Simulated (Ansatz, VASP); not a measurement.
Ta: VASP beside Ansatz

```
CELL_PARAMETERS angstrom
-1.65128 1.65128 1.65128
1.65128 -1.65128 1.65128
1.65128 1.65128 -1.65128
ATOMIC_POSITIONS crystal
Ta 0.00000 0.00000 0.00000
```

Alike in both runs: task relaxation of cell and atoms; functional RPBE; k mesh 11 × 11 × 11; occupations fermi-dirac, width 0.05 eV; no spin polarisation.

|  | VASP | Ansatz |
| --- | --- | --- |
| version | VASP 6.6.1 | Ansatz 0.2.0 |
| potentials or method | VASP PAW PBE potentials, release 64 (Ta_pv) | Ansatz PAW |
| plane-wave cutoff (eV) | 600 | 420 |
| valence electrons in the cell | 11 | 13 |

```csv
,VASP,Ansatz,Ansatz less VASP
"gap on the k mesh at the Fermi level, each at its own relaxed structure (eV)",none,none,-
relaxed volume (Å³/atom),18.58,18.58,-0.008
relaxed cell length with the largest relative difference (Å),2.890,2.890,-0.0004
energy change over the relaxation (meV/atom),-11,-11,+0.3
```

A gap of «none» marks a metal or a gap that the smearing closes. The two sets of potentials don't hold the same shells in valence.

Caveats: the PAW data sets were made with another functional, which shifts forces and pressure a little (VASP); the plane-wave basis is chosen anew once the cell has moved, so the energies of steps on either side of that aren't comparable (Ansatz); the PAW data sets come from PBE, with cores solved anew for the run's functional, which leaves a small shift of forces and pressure (Ansatz). The runs have no spin-orbit coupling, so splittings on Ta are missing. Zero-point motion and thermal expansion aren't in these numbers.
